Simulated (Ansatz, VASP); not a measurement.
ZnS: VASP beside Ansatz

```
Zn S
1.0
     0.00000    2.67791    2.67791
     2.67791    0.00000    2.67791
     2.67791    2.67791    0.00000
Zn S
1 1
Direct
  0.25000 0.25000 0.25000
  0.00000 0.00000 0.00000
```

Alike in both runs: functional PBEsol; k mesh 8 × 8 × 8; occupations fermi-dirac, width 0.02 eV; no spin polarisation.

Ansatz relaxed the structure, and its values are those at the end. VASP's run is a single point on that final structure, the one shown.

|  | VASP | Ansatz |
| --- | --- | --- |
| version | VASP 6.6.1 | Ansatz 0.2.0 |
| potentials or method | VASP PAW PBE potentials, release 64 (Zn, S) | PAW plane waves |
| plane-wave cutoff (eV) | 520 | 420 |
| valence electrons in the cell | 18 | 18 |

Ansatz gave:

| Item | Value |
| --- | --- |
| gap on the k mesh at the Fermi level (eV) | 2.08 |
| pressure (GPa) | 0.0 |

Task: What did VASP give for the same quantities?

Result: gap on the k mesh at the Fermi level (eV): 2.09; pressure (GPa): 0.2.

Ansatz warned: «pseudo_functional_mismatch».

Caveats: the PAW data sets were made with another functional, which shifts forces and pressure a little (VASP).
